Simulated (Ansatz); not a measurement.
# BaTiO3: the change of largest V_zz and pressure with volume scale

Periodic Kohn-Sham DFT of a crystal at fixed atoms, scaled to volume_scale times the given cell; pressure positive in compression, energy less spherical unpolarised free atoms, largest_vzz the field gradient of largest size among the nuclei. The results are calculated, by Ansatz 0.2.0.

The cell before it is scaled or strained (space group Amm2, No. 38):
```
CELL_PARAMETERS angstrom
3.98410 0.00000 0.00000
0.00000 2.83700 2.84580
0.00000 -2.83700 2.84580
ATOMIC_POSITIONS crystal
Ba 0.00000 0.00000 0.00000
Ti 0.50000 0.50790 0.50790
O 0.00000 0.49210 0.49210
O 0.50000 0.50251 0.99371
O 0.50000 0.99371 0.50251
```

Settings of every row: method frozen-core PAW; functional PBEsol; relativity scalar; k mesh 8x8x8; filling fermi-dirac; smearing width 0.05 eV; wave cutoff 420 eV; paw set soft_2.

Atom start moment: 0 on all atoms.

Limits: PAW files made with PBE; field gradient without spin-orbit coupling on heavy atoms; no spin-orbit coupling on heavy atoms.

| row | volume scale | V (Å³/atom) | largest V_zz (1e21 V/m^2) | pressure (GPa) |
| --- | --- | --- | --- | --- |
| 1 | 0.94 | 12.094 | 1.835 | 7.053 |
| 2 | 0.96 | 12.352 | 2.022 | 2.821 |
| 3 | 0.98 | 12.609 | 2.2 | -0.96 |
| 4 | 0.99 | 12.738 | ? | ? |
| 5 | 1 | 12.867 | 2.372 | -4.336 |
| 6 | 1.01 | 12.995 | 2.458 | -5.886 |
| 7 | 1.02 | 13.124 | 2.542 | -7.352 |
| 8 | 1.04 | 13.381 | 2.704 | -10.045 |
| 9 | 1.06 | 13.638 | 2.859 | -12.447 |

Question: what largest V_zz and pressure should row 4 give?

Worked fit of largest V_zz. Take t = volume scale − 1. The shown rows have t = -0.06, -0.04, -0.02, 0, 0.01, 0.02, 0.04, 0.06. Least squares give largest V_zz = 2.3736 + 8.532 × t − 7.24 × t² 1e21 V/m^2; a straight line predicts inner rows, each left out in turn, worse (root mean square 0.008 against 0.0013 1e21 V/m^2). The rows lie off it by -0.001, 0.001, 0.000, -0.002, 0.000, 0.001, 0.001, 0.000. The withheld row has t = -0.01, so the fit gives 2.3736 + 8.532 × (-0.01) − 7.24 × (-0.01)² = 2.288 1e21 V/m^2.

The calculation gave 2.288 1e21 V/m^2. The fit meets it to the printed digit.

Worked fit of pressure. Take u = (V_r/V)^(2/3) − 1 with V_r = 12.931 Å³ an atom, which is twice the finite (Eulerian) strain; such expansions in the strain, on which the Birch-Murnaghan equation of state is built, carry the rest volume and the bulk modulus. The shown rows have u = 0.04562, 0.03101, 0.01695, 0.00331, -0.00329, -0.00983, -0.02255, -0.03487. Least squares give pressure = −5.1219 + 233.799 × u + 699.94 × u² + 558 × u³ GPa; a parabola predicts inner rows, each left out in turn, worse (root mean square 0.01 against 0.0051 GPa). The rows lie off it by -0.001, 0.003, -0.005, 0.004, -0.002, 0.001, 0.000, 0.000 (root mean square 0.0026 GPa). The pressure vanishes at u = 0.0206, or V = 12.54 Å³ an atom, and there the bulk modulus at fixed shape and fractions is B = −V dP/dV = (2/3)(1 + u) dP/du = 179 GPa. Letting shape and atoms relax would as a rule lower it, by much in layered, chain or molecular crystals. The withheld row has u = 0.01008, so the fit gives −5.1219 + 233.799 × (0.01008) + 699.94 × (0.01008)² + 558 × (0.01008)³ = -2.694 GPa.

The calculation gave -2.695 GPa. The fit lies 0.001 GPa (0.0051 % of the column's range) above it, one unit of the last digit.
